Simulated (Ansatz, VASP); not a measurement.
# Two plane-wave programs on Ni

```
Ni
1.0
     0.01655    1.75725    1.76824
     1.71912    0.01633    1.76846
     1.71447    1.75283    0.02098
Ni
1
Direct
  0.00651 0.01144 0.96710
```

Change from the starting cell: cell strained at random at fixed volume.

Alike in both runs: task single point; functional PBEsol; k mesh 13 × 13 × 13; occupations fermi-dirac, width 0.05 eV; collinear spin, ferromagnetic start.

|  | VASP | Ansatz |
| --- | --- | --- |
| version | VASP 6.6.1 | Ansatz 0.2.0 |
| potentials or method | VASP PAW PBE potentials, release 64 (Ni) | Ansatz PAW |
| plane-wave cutoff (eV) | 520 | 420 |
| valence electrons in the cell | 10 | 18 |

VASP gave:

* gap on the k mesh at the Fermi level (eV): none
* pressure (GPa): -2.3
* largest component of the traceless stress (GPa): 1.94
* net moment per atom (μB): 0.62
* size of the moment on the site where the two differ most (μB): 0.63

Q: Estimate Ansatz's values.

A: gap on the k mesh at the Fermi level (eV): none; pressure (GPa): -2.3; largest component of the traceless stress (GPa): 1.97; net moment per atom (μB): 0.63; size of the moment on the site where the two differ most (μB): 0.66.

Site moments also hang on the region over which each program counts them. A gap of «none» marks a metal or a gap that the smearing closes. The functional is the same, so the differences come from potentials, cutoffs and numerics. The two sets of potentials don't hold the same shells in valence.

Caveats: the PAW data sets were made with another functional, which shifts forces and pressure a little (VASP); the PAW data sets come from PBE, with cores solved anew for the run's functional, which leaves a small shift of forces and pressure (Ansatz).
